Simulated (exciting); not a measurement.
# Ga (Cmcm) in exciting: single point with LDA

Aim: the single point of Ga with LDA.

All numbers are computed with exciting (release sodium); they aren't measurements. Logs are shortened: lines on timing, memory, paths and dates and some standing lists are left out, and cuts for length are marked.

**1. The undisturbed crystal**

Symmetry: Cmcm, No. 63, orthorhombic system. Conventional cell: a = 2.900 Å, b = 8.130 Å, c = 3.170 Å, α = 90.00°, β = 90.00°, γ = 90.00°. Ga (site symmetry m2m) is surrounded by 8 Ga at 2.68 to 2.90 Å.

This isn't the form of Ga at room conditions, which is orthorhombic.

**2. Single point, LDA, spin-orbit coupling, no magnetisation (volume scaled by 1.15)**

run_exciting.py

```python
import subprocess
import xml.etree.ElementTree as ET
from ase.io import read
from ase.units import Bohr

atoms = read("Ga.xyz")
rmt = {'Ga': 2.0}  # bohr
tasks = """
<groundstate do="fromscratch" ngridk="5 5 4" rgkmax="9" gmaxvr="14" lmaxapw="10" lmaxmat="10" lmaxvr="8" xctype="LDA_PW" stype="Fermi Dirac" swidth="0.00099958" nempty="20" ValenceRelativity="iora*" epsengy="1e-05" epspot="1e-05" maxscl="60" tforce="true" outputlevel="high">
  <spin spinorb="true"/>
</groundstate>
"""

root = ET.Element("input")
ET.SubElement(root, "title").text = "Ga"
structure = ET.SubElement(root, "structure", speciespath="./", tshift="false")
crystal = ET.SubElement(structure, "crystal", scale="1.0")
for vector in atoms.cell / Bohr:
    ET.SubElement(crystal, "basevect").text = " ".join(f"{x:.12f}" for x in vector)
symbols = atoms.get_chemical_symbols()
for element in dict.fromkeys(symbols):
    species = ET.SubElement(structure, "species", speciesfile=element + ".xml", rmt=str(rmt[element]))
    for symbol, position in zip(symbols, atoms.get_scaled_positions(wrap=False)):
        if symbol == element:
            ET.SubElement(species, "atom", coord=" ".join(f"{x:.12f}" for x in position))
root.extend(ET.fromstring("<tasks>" + tasks + "</tasks>"))
ET.indent(root)
ET.ElementTree(root).write("input.xml")
subprocess.run(["exciting_smp"], check=True)
```

Ga.xyz

```xyz
2
Lattice="1.5191498521 -4.2588580336 0.0000000000 1.5191498521 4.2588580336 0.0000000000 0.0000000000 0.0000000000 3.3211758836" Properties=species:S:1:pos:R:3 pbc="T T T"
Ga     1.5191498521      3.1260017967      2.4908819127
Ga     1.5191498521     -3.1260017967      0.8302939709
```

Potentials or basis: all-electron LAPW+lo, shipped species files, valence relativity iora*.

On the command line:

```bash
$ OMP_NUM_THREADS=1 python run_exciting.py
```

What it wrote:

```text
================================================================================
EXCITING SODIUM started
[... 10 lines left out ...]

 Lattice vectors (cartesian) :
      2.8707771646     -8.0480752923      0.0000000000
      2.8707771646      8.0480752923      0.0000000000
      0.0000000000      0.0000000000      6.2761128357

 Reciprocal lattice vectors (cartesian) :
      1.0943352526     -0.3903532881      0.0000000000
      1.0943352526      0.3903532881     -0.0000000000
     -0.0000000000      0.0000000000      1.0011268872

 Unit cell volume                           :     290.0095185656
 Brillouin zone volume                      :       0.8553174898

 Species :    1 (Ga)
     parameters loaded from                 :    Ga.xml
     name                                   :    gallium
     nuclear charge                         :     -31.00000000
     electronic charge                      :      31.00000000
     atomic mass                            :  127097.25380000
     muffin-tin radius                      :       2.00000000
     # of radial points in muffin-tin       :     350

     atomic positions (lattice) :
       1 :   0.13300000  0.86700000  0.75000000
       2 :   0.86700000  0.13300000  0.25000000

 Total number of atoms per unit cell        :       2

 Spin treatment                             :    spin-polarised
 Spin-orbit coupling is included
 Global magnetic field (cartesian) :        0.00000000   0.00000000   0.00000000
 non-collinear magnetisation

 Number of Bravais lattice symmetries       :       8
 Number of crystal symmetries               :       4

 k-point grid                               :       5    5    4
 Total number of k-points                   :      33
 k-point set is reduced with crystal symmetries

 R^MT_min * |G+k|_max (rgkmax)              :       9.00000000
 Species with R^MT_min                      :       1 (Ga)
 Maximum |G+k| for APW functions            :       4.50000000
 Maximum |G| for potential and density      :      14.00000000
 Polynomial order for pseudochg. density    :       9

 G-vector grid sizes                        :      40    40    30
 Total number of G-vectors                  :   13393

 Maximum angular momentum used for
     APW functions                          :      10
     computing H and O matrix elements      :      10
     potential and density                  :       8
     inner part of muffin-tin               :       2

 Total nuclear charge                       :     -62.00000000
 Total electronic charge                    :      62.00000000
 Total core charge                          :      36.00000000
 Total valence charge                       :      26.00000000

 Effective Wigner radius, r_s               :       1.03747423

 Number of empty states                     :      20
 Total number of valence states             :      68

 Maximum Hamiltonian size                   :     484
 Maximum number of plane-waves              :     456
 Total number of local-orbitals             :      28

 Exchange-correlation type                  :       3
     Perdew-Wang, Phys. Rev. B 45, 13244 (1992)

 Smearing scheme                            :    Fermi-Dirac
 Smearing width                             :       0.00099958

 Using multisecant Broyden potential mixing
[... 6 lines left out ...]
* Groundstate module started                                                   *
********************************************************************************
 Output level for this task is set to high

++++++++++++++++++++++++++++++++++++++++++++++++++++++++++++++++++++++++++++++++
[... 5 lines left out ...]
+ SCF iteration number :    1                                                  +
++++++++++++++++++++++++++++++++++++++++++++++++++++++++++++++++++++++++++++++++
 Total energy                               :     -3878.15141964
 _______________________________________________________________
 Fermi energy                               :         0.19485176
 Kinetic energy                             :      3960.43378409
 Coulomb energy                             :     -7693.11007813
 Exchange energy                            :      -139.93961080
 Correlation energy                         :        -5.53551480
 No external B-field energy in total energy
 Sum of eigenvalues                         :     -2227.74579715
 Effective potential energy                 :     -6188.17958124
 Coulomb potential energy                   :     -5995.51625010
 xc potential energy                        :      -192.66333112
 xc effective B-field energy                :        -0.00000001
 External B-field energy                    :         0.00000000
 Hartree energy                             :      1237.19139839
 Electron-nuclear energy                    :     -8469.89904688
 Nuclear-nuclear energy                     :      -460.40242964
 Madelung energy                            :     -4695.35195308
 Core-electron kinetic energy               :         0.00000000

 DOS at Fermi energy (states/Ha/cell)       :        31.34590252

 Electron charges :
     core                                   :        36.00000000
     core leakage                           :         0.01253145
     valence                                :        26.00000000
     interstitial                           :         4.53481480
     charge in muffin-tin spheres :
                  atom     1    Ga          :        28.73259260
                  atom     2    Ga          :        28.73259260
     total charge in muffin-tins            :        57.46518520
     total charge                           :        62.00000000
[... 475 lines left out ...]
 Electron charges :
     core                                   :        36.00000000
     core leakage                           :         0.01228137
     valence                                :        26.00000000
     interstitial                           :         4.48088234
     charge in muffin-tin spheres :
                  atom     1    Ga          :        28.75955883
                  atom     2    Ga          :        28.75955883
     total charge in muffin-tins            :        57.51911766
     total charge                           :        62.00000000

 Moments :
     interstitial                 :    -0.00000157    -0.00000000     0.00000000
     moment in muffin-tin spheres :
         atom     1    Ga         :    -0.00001265     0.00000000     0.00000000
         atom     2    Ga         :    -0.00001265    -0.00000000     0.00000000
     total moment in muffin-tins  :    -0.00002530     0.00000000     0.00000000
     total moment                 :    -0.00002687    -0.00000000     0.00000000

 RMS change in effective potential (target) :  0.180566E-08  ( 0.100000E-04)
 Absolute change in total energy   (target) :  0.115173E-05  ( 0.100000E-04)
 Charge distance                   (target) :  0.281997E-08  ( 0.100000E-04)
 Abs. change in max-nonIBS-force   (target) :  0.982241E-07  ( 0.500000E-04)

++++++++++++++++++++++++++++++++++++++++++++++++++++++++++++++++++++++++++++++++
| Convergency criteria checked for the last 2 iterations                       +
| Convergence targets achieved. Performing final SCF iteration                 +
++++++++++++++++++++++++++++++++++++++++++++++++++++++++++++++++++++++++++++++++
 Total energy                               :     -3882.65590215
 _______________________________________________________________
 Fermi energy                               :         0.18370886
 Kinetic energy                             :      3957.76549103
 Coulomb energy                             :     -7694.81005588
 Exchange energy                            :      -140.07238000
 Correlation energy                         :        -5.53895730
 No external B-field energy in total energy
 Sum of eigenvalues                         :     -2229.80693099
 Effective potential energy                 :     -6187.57242202
 Coulomb potential energy                   :     -5994.72847550
 xc potential energy                        :      -192.84394648
 xc effective B-field energy                :        -0.00000004
 External B-field energy                    :         0.00000000
 Hartree energy                             :      1239.67915074
 Electron-nuclear energy                    :     -8474.08677698
 Nuclear-nuclear energy                     :      -460.40242964
 Madelung energy                            :     -4697.44581813
 Core-electron kinetic energy               :         0.00000000

 DOS at Fermi energy (states/Ha/cell)       :        27.35279348

 Electron charges :
     core                                   :        36.00000000
     core leakage                           :         0.01228137
     valence                                :        26.00000000
     interstitial                           :         4.48088235
     charge in muffin-tin spheres :
                  atom     1    Ga          :        28.75955883
                  atom     2    Ga          :        28.75955883
     total charge in muffin-tins            :        57.51911765
     total charge                           :        62.00000000

 Moments :
     interstitial                 :    -0.00000157    -0.00000000     0.00000000
     moment in muffin-tin spheres :
         atom     1    Ga         :    -0.00001265     0.00000000     0.00000000
         atom     2    Ga         :    -0.00001265    -0.00000000     0.00000000
     total moment in muffin-tins  :    -0.00002530     0.00000000     0.00000000
     total moment                 :    -0.00002687    -0.00000000     0.00000000

++++++++++++++++++++++++++++++++++++++++++++++++++++++++++++++++++++++++++++++++
+ Self-consistent loop stopped                                                 +
++++++++++++++++++++++++++++++++++++++++++++++++++++++++++++++++++++++++++++++++
 STATE.OUT is written

--------------------------------------------------------------------------------
- Writing atomic positions and forces                                          -
--------------------------------------------------------------------------------

 Atomic positions (lattice) :
 atom     1  Ga  :     0.13300000    0.86700000    0.75000000
 atom     2  Ga  :     0.86700000    0.13300000    0.25000000

 Total atomic forces including IBS (cartesian) :
 atom     1  Ga  :     0.00000000   -0.00386253   -0.00000001
 atom     2  Ga  :    -0.00000000    0.00386253    0.00000001

 Atomic force components including IBS (cartesian) :
 atom     1  Ga  :    -0.00000000    0.07753980   -0.00000003   HF force
                 :     0.00000000   -0.07194557    0.00000002   core correction
                 :     0.00000000   -0.00945677    0.00000000   IBS correction
 atom     2  Ga  :     0.00000000   -0.07753980    0.00000003   HF force
                 :    -0.00000000    0.07194557   -0.00000002   core correction
                 :     0.00000000    0.00945677   -0.00000000   IBS correction

********************************************************************************
* Groundstate module stopped                                                   *
********************************************************************************

================================================================================
| EXCITING SODIUM stopped                                                      =
================================================================================
```

Run time: 5.1 min. Hardware: 1 thread of Arm Neoverse N1, shared host; peak memory 0.18 GiB.

Results:

```
Band gap on the k mesh                            : none (metal or under the smearing width)
All electrons inside the program's atomic spheres : Ga 28.76 (radii Ga 2.0 bohr)
```

Levels at points of the mesh, in eV from the Fermi level:
```tsv
k point	band 23	band 24	band 25	band 26	band 27	band 28	band 29	band 30
(0.00, 0.00, 0.00)	-2.16	-2.16	-1.97	-1.97	2.55	2.55	6.16	6.16
(0.00, 0.00, 0.50)	-6.96	-6.96	1.64	1.64	1.64	1.64	2.04	2.04
```

Caveat: the k mesh is coarse (spacing up to 0.47 Å⁻¹), so the values aren't converged; total energies with spin-orbit coupling aren't reliable in this program, so none is listed and the log's shouldn't be used.
